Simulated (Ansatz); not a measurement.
An Ansatz input:

```yaml
crystal:
  lattice:
    - [0.0, 6.433, 12.243]
    - [5.2325, 0.0, 12.243]
    - [5.2325, 6.433, 0.0]
  atoms:
    - { symbol: S, position: [0.3649, 0.4821, 0.4797] }
    - { symbol: S, position: [0.6733, 0.4797, 0.4821] }
    - { symbol: S, position: [0.4797, 0.6733, 0.3649] }
    - { symbol: S, position: [0.4821, 0.3649, 0.6733] }
    - { symbol: S, position: [0.5767, 0.7703, 0.7679] }
    - { symbol: S, position: [0.7703, 0.5767, 0.8851] }
    - { symbol: S, position: [0.7679, 0.8851, 0.5767] }
    - { symbol: S, position: [0.8851, 0.7679, 0.7703] }
    - { symbol: S, position: [0.2345, 0.3629, 0.4553] }
    - { symbol: S, position: [0.9473, 0.4553, 0.3629] }
    - { symbol: S, position: [0.4553, 0.9473, 0.2345] }
    - { symbol: S, position: [0.3629, 0.2345, 0.9473] }
    - { symbol: S, position: [0.3027, 0.7947, 0.8871] }
    - { symbol: S, position: [0.7947, 0.3027, 0.0155] }
    - { symbol: S, position: [0.8871, 0.0155, 0.3027] }
    - { symbol: S, position: [0.0155, 0.8871, 0.7947] }
    - { symbol: S, position: [0.4346, 0.3074, 0.3564] }
    - { symbol: S, position: [0.9016, 0.3564, 0.3074] }
    - { symbol: S, position: [0.3564, 0.9016, 0.4346] }
    - { symbol: S, position: [0.3074, 0.4346, 0.9016] }
    - { symbol: S, position: [0.3484, 0.8936, 0.9426] }
    - { symbol: S, position: [0.8936, 0.3484, 0.8154] }
    - { symbol: S, position: [0.9426, 0.8154, 0.3484] }
    - { symbol: S, position: [0.8154, 0.9426, 0.8936] }
    - { symbol: S, position: [0.8751, 0.6329, 0.1895] }
    - { symbol: S, position: [0.6329, 0.8751, 0.3025] }
    - { symbol: S, position: [0.1895, 0.3025, 0.8751] }
    - { symbol: S, position: [0.3025, 0.1895, 0.6329] }
    - { symbol: S, position: [0.6171, 0.3749, 0.9475] }
    - { symbol: S, position: [0.0605, 0.9475, 0.3749] }
    - { symbol: S, position: [0.9475, 0.0605, 0.6171] }
    - { symbol: S, position: [0.3749, 0.6171, 0.0605] }
hamiltonian:
  xc: pbe
  pseudopotentials:
    kind: paw
    azcp:
      S: "pseudopotentials/S.paw.azcp"
basis:
  ecutwfc: 420
  fft_grid_basis: typed
kpoints:
  mp_grid: { grid: [3, 3, 3], shift: [0, 0, 0] }
magnetization:
  spin_polarized: false
scf:
  occupations: { method: fermi_dirac, width: 0.05 }
relax:
  max_steps: 60
  f_tol: 0.02
  cell: {}
```

Output

```
Engine: ansatz 0.2.0, aarch64-unknown-linux-gnu
Pseudopotentials: kind: paw
Pseudopotential: S, paw, valence charge 6, recommended cutoff 420 eV (normal) 
Functional definition: PBE
  parameter kappa = 0.804
  parameter beta = 0.06672455060314922
  exchange = pbe_x(kappa = kappa, mu = beta*pi^2/3)
  correlation = pbe_c(beta = beta)
Crystal: 32 atoms, lattice volume = 824.215 Å³
Basis set: ecut = 420 eV, 16097 PW (Γ), exchange–correlation on 192×180×120 points (8 copies of the dense FFT grid, shifted against one another)
Bands: 128, of which v1, the nominal top of the filled ones, is band 96 counted from 1 (95 counted from 0)
Symmetry: 8 space group operations
Space group: Fddd (ITA 70), of the structure as read, at distance tolerance 9.4e-5 Å
k-points: 8 of 27
Non-local potential: S, projectors of the file, l = 0: 2, l = 1: 2, l = 2: 2
PAW form: soft (Blöchl's): semilocal exchange-correlation on the pseudo side does not see the compensation charge
PAW one-centre angular grid: S, 110 points (default); XC on 64 Gauss nodes
Initial density: superposition of atomic densities (neutral atoms: chi_scale 0, normalization atom), corrected by the library's trained network
Initial wavefunctions: pseudopotential atomic-orbital guess
Functional: x = pbe(κ = 0.804, μ = 0.2195149727645171), c = pbe(β = 0.06672455060314922)
SCF iter   1: F=—  HF=-28864.801181 eV  |F-HF|=—  |Δ(HF+E_count)|=         —  Δρ=2.26e-3  dr2=2.89e-2  ethr=1.77e-3  ⟨swp⟩=6.1  Hψ=4551  notcnv=0  defer=4
SCF iter   2: F=—  HF=-28864.793184 eV  |F-HF|=—  |Δ(HF+E_count)|=   8.00e-3  Δρ=1.18e-3  dr2=8.88e-3  ethr=1.51e-5  ⟨swp⟩=2.0  Hψ=1899  notcnv=0  defer=17
SCF iter   3: F=—  HF=-28864.799351 eV  |F-HF|=—  |Δ(HF+E_count)|=   6.17e-3  Δρ=2.11e-4  dr2=4.89e-4  ethr=4.62e-6  ⟨swp⟩=2.0  Hψ=1364  notcnv=0  defer=17
SCF iter   4: F=—  HF=-28864.799461 eV  |F-HF|=—  |Δ(HF+E_count)|=   1.09e-4  Δρ=7.83e-5  dr2=8.44e-5  ethr=2.55e-7  ⟨swp⟩=2.1  Hψ=1438  notcnv=0  defer=17
SCF iter   5: F=—  HF=-28864.799821 eV  |F-HF|=—  |Δ(HF+E_count)|=   3.60e-4  Δρ=2.70e-5  dr2=8.84e-6  ethr=4.40e-8  ⟨swp⟩=2.0  Hψ=1610  notcnv=0  defer=17
SCF iter   6: F=—  HF=-28864.799825 eV  |F-HF|=—  |Δ(HF+E_count)|=   3.48e-6  Δρ=1.11e-5  dr2=1.30e-6  ethr=4.60e-9  ⟨swp⟩=2.0  Hψ=1449  notcnv=0  defer=17
SCF iter   7: F=-28864.799826 eV  HF=-28864.799826 eV  |F-HF|=4.58e-8  |Δ(HF+E_count)|=   9.80e-7  Δρ=2.98e-6  dr2=8.67e-8  ethr=5.21e-11  ⟨swp⟩=3.0  Hψ=3945  notcnv=0
SCF 1 converged in 7 iterations: F = -28864.799826 eV  dr2 = 8.67e-8
relax step   1: F+E_penalty+E_count = -28864.79982565 eV  Δ(F+E_penalty+E_count) = +0.000e0 eV  max|allowed force component| = 3.437e-1 eV/Å  Δτ_max = 0.0000 Å  P = +2.995 GPa  Ω = 824.215 Å³  (7 SCF iters, dr2 threshold 1.00e-7 eV, accepted)
...
  atom  19  S     -0.00043706    -0.00155563    -0.00117367
  atom  20  S     -0.00043706     0.00155563     0.00117367
  atom  21  S     -0.00043706    -0.00155563     0.00117367
  atom  22  S      0.00043706     0.00155563     0.00117367
  atom  23  S      0.00043706    -0.00155563    -0.00117367
  atom  24  S     -0.00043706     0.00155563    -0.00117367
  atom  25  S      0.00036409    -0.00303393     0.00043721
  atom  26  S     -0.00036409     0.00303393     0.00043721
  atom  27  S     -0.00036409    -0.00303393    -0.00043721
  atom  28  S      0.00036409     0.00303393    -0.00043721
  atom  29  S      0.00036409    -0.00303393    -0.00043721
  atom  30  S      0.00036409     0.00303393     0.00043721
  atom  31  S     -0.00036409    -0.00303393     0.00043721
  atom  32  S     -0.00036409     0.00303393    -0.00043721
  max |Σ_I F_I| component: 1.73e-18 eV/Å
--- Stress (GPa, compression-positive) ---
        0.014946       0.000000       0.000000
        0.000000       0.014422       0.000000
        0.000000       0.000000      -0.006867
  P = ⅓ Tr σ = 0.0075 GPa (0.075 kbar)
--- Relaxed structure (14 steps of the walk, 13 accepted, 2 SCFs on fresh bases) ---
  F+E_penalty+E_count = -28865.90270726 eV   max|allowed force component| = 3.034e-3 eV/Å   (the final SCF, on the basis selected at the relaxed cell)
  cell:  # Å, volume = 1191.8019 Å³
    - [0.0, 7.530519659521064, 12.827314740112781]
    - [6.168980318755833, 0.0, 12.827314740112781]
    - [6.168980318755833, 7.530519659521064, 0.0]
  atoms:
    - { symbol: S, position: [0.3676640173064882, 0.4676019092037738, 0.4979787229949446] }
    - { symbol: S, position: [0.6667553504947936, 0.4979787229949446, 0.46760190920377365] }
    - { symbol: S, position: [0.49797872299494467, 0.6667553504947936, 0.3676640173064881] }
    - { symbol: S, position: [0.46760190920377387, 0.3676640173064881, 0.6667553504947934] }
    - { symbol: S, position: [0.583244649505206, 0.7520212770050559, 0.7823980907962267] }
    - { symbol: S, position: [0.7520212770050555, 0.5832446495052065, 0.8823359826935122] }
    - { symbol: S, position: [0.782398090796226, 0.8823359826935118, 0.5832446495052067] }
    - { symbol: S, position: [0.8823359826935113, 0.7823980907962265, 0.7520212770050564] }
    - { symbol: S, position: [0.24724721008183898, 0.3448634188808259, 0.4866263357790765] }
    - { symbol: S, position: [0.9212630352582587, 0.4866263357790765, 0.34486341888082583] }
    - { symbol: S, position: [0.4866263357790764, 0.9212630352582589, 0.24724721008183914] }
    - { symbol: S, position: [0.3448634188808258, 0.24724721008183909, 0.9212630352582587] }
    - { symbol: S, position: [0.3287369647417414, 0.7633736642209236, 0.9051365811191743] }
    - { symbol: S, position: [0.7633736642209236, 0.3287369647417414, 0.0027527899181609694] }
    - { symbol: S, position: [0.905136581119174, 0.002752789918160803, 0.32873696474174147] }
    - { symbol: S, position: [0.0027527899181608584, 0.905136581119174, 0.7633736642209237] }
    - { symbol: S, position: [0.42057777284637393, 0.3138835608000338, 0.3964734445676605] }
    - { symbol: S, position: [0.869065221785932, 0.39647344456766037, 0.313883560800034] }
    - { symbol: S, position: [0.3964734445676606, 0.8690652217859318, 0.4205777728463739] }
    - { symbol: S, position: [0.31388356080003404, 0.4205777728463737, 0.8690652217859318] }
    - { symbol: S, position: [0.38093477821406796, 0.8535265554323397, 0.936116439199966] }
    - { symbol: S, position: [0.8535265554323398, 0.38093477821406785, 0.8294222271536266] }
    - { symbol: S, position: [0.9361164391999661, 0.8294222271536265, 0.38093477821406796] }
    - { symbol: S, position: [0.8294222271536266, 0.936116439199966, 0.8535265554323399] }
    - { symbol: S, position: [0.8583532387942693, 0.65073604323707, 0.1941270932051381] }
    - { symbol: S, position: [0.6507360432370701, 0.8583532387942692, 0.2967836247635228] }
    - { symbol: S, position: [0.1941270932051383, 0.2967836247635228, 0.8583532387942691] }
    - { symbol: S, position: [0.29678362476352294, 0.19412709320513813, 0.65073604323707] }
    - { symbol: S, position: [0.5992639567629299, 0.39164676120573133, 0.9532163752364766] }
    - { symbol: S, position: [0.05587290679486179, 0.9532163752364768, 0.3916467612057313] }
    - { symbol: S, position: [0.9532163752364765, 0.05587290679486212, 0.5992639567629301] }
    - { symbol: S, position: [0.39164676120573105, 0.5992639567629302, 0.055872906794862065] }
```
